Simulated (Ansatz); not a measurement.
# Structures of HgTe: which is lowest?

Plane-wave DFT in Ansatz with scalar-relativistic PAW potentials, cutoff 420 eV, Γ-centred meshes chosen by cell and gap, Gaussian smearing with energies taken to zero width. Every cell was relaxed (cell and atoms) in a run of its own, within the symmetry of its start. Functional: LDA.

Relaxed structures (starts from databases or built by putting these elements on another compound's sites):
A. Fm-3m, 2 atoms in the computed cell, a = 5.945 Å; sites (symmetry × multiplicity) Hg m-3m × 4, Te m-3m × 4; start: database
B. F-43m, 2 atoms in the computed cell, a = 6.435 Å; sites (symmetry × multiplicity) Hg -43m × 4, Te -43m × 4; start: database

Rank them by energy. Could pressure change the order?

```tsv
structure	group	E − E(lowest) (meV/atom)	V (Å³/atom)	gap on mesh (eV)
B	F-43m	0.0	33.30	0.00
A	Fm-3m	62	26.26	0.00
```

B is lowest, 62 meV/atom under A. A is denser by 7.04 Å³/atom, so pressure favours it: ΔE/ΔV, with ΔE in eV and 1 eV/Å³ = 160.2 GPa, gives about 1.4 GPa for equal enthalpy if both cells were rigid, a rough figure since the two compress differently. Other structures may lie lower than all of these, and vibrations aren't counted.

Spin-orbit coupling is left out, which matters for the bands of heavy elements.